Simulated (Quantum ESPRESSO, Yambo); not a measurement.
Planning a run of Yambo 5.3.0 on LiH (Fm-3m). The input:

```
optics
bss
bse
em1s
dipoles
rim_cut
RandQpts= 1000000
RandGvec= 1 RL
Chimod= "HARTREE"
BSKmod= "SEX"
BSEmod= "resonant"
BSSmod= "d"
BSENGexx= 30 Ry
BSENGBlk= 4 Ry
% BSEQptR
 1 | 1 |
%
% BSEBands
 1 | 6 |
%
% BEnRange
 0 | 9 | eV
%
% BDmRange
 0.1 | 0.1 | eV
%
BEnSteps= 181
% BLongDir
 1 | 0 | 0 |
%
% BndsRnXs
 1 | 11 |
%
NGsBlkXs= 4 Ry
% LongDrXs
 1 | 1 | 1 |
%
% KfnQP_E
 1.741 | 1.0 | 1.0 |
%
WRbsWF
```

The database entry behind the starting cell differs from later determinations by our own check (the deuteride, about 0.2 % short), so it need not match the best structure at ambient conditions.

```sh
OMP_NUM_THREADS=1 mpirun -n 4 yambo -F bse12.in -J bse12 -C bse12 > bse12.log
```

The stored states that it reads are on a 6×6×6 mesh. It takes space group Fm-3m (No. 225, cubic). Conventional cell: a = 4.074 Å, b = 4.074 Å, c = 4.074 Å, α = 90.00°, β = 90.00°, γ = 90.00°. Nearest to Li lie 6 H at 2.04 Å. Nearest to H lie 6 Li at 2.04 Å. Farther neighbours are not listed.

Estimate wall time and host memory on 4 MPI ranks of Arm Neoverse V1, shared host.

It took 22 s; on shared hardware allow 11 s to 44 s. Peak host memory was 1.2 GiB.

The kernel grows as the square of the matrix size, and full diagonalisation as its cube.

[Paths, hosts, dates, memory and timing lines, banners, echoed tables and standing remarks are left out of the program output.]

[Logs are printed without paths, hosts, clocks, repeated set-up lines and the standing remarks that a program may print on its own settings, such as how far it seeks lower states.]

[Runs of the session that timed out or met a known fault of the program may be left out.]

[Hosts, paths, dates, database ids (printed as entryN), source tags and the programs' standing remarks are cut or masked in the printed files.]
